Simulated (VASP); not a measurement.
Here is a VASP 6.6.1 calculation.

INCAR

```
PREC = Accurate ; ENCUT = 520
EDIFF = 1E-5 ; ISMEAR = -1
SIGMA = 0.02 ; LREAL = False
LASPH = True ; NELM = 100
ALGO = Normal ; ISIF = 2
LWAVE = False ; LCHARG = True
LELF = True
```

File KPOINTS:

```
Automatic mesh
0
Gamma
  10 10 10
```

Contents of POSCAR:

```
Li2O
3.2907
    0.000000000000      0.707100125171      0.707100125171
    0.707100125171      0.000000000000      0.707100125171
    0.707100125171      0.707100125171      0.000000000000
O Li
1 2
Direct
    0.0000000000      0.0000000000      0.0000000000
    0.2500000000      0.2500000000      0.2500000000
    0.7500000000      0.7500000000      0.7500000000
```

Potentials or basis: VASP PAW LDA potentials, release 64 (O, Li_sv).

The run is started by

```console
$ cat potpaw_LDA.64/O/POTCAR potpaw_LDA.64/Li_sv/POTCAR > POTCAR
$ mpirun -np 1 vasp_std > vasp.out
```

(1) Estimate the band gap on the k mesh.

## Answers

(1) 4.75 eV, indirect (least direct gap 5.09 eV).
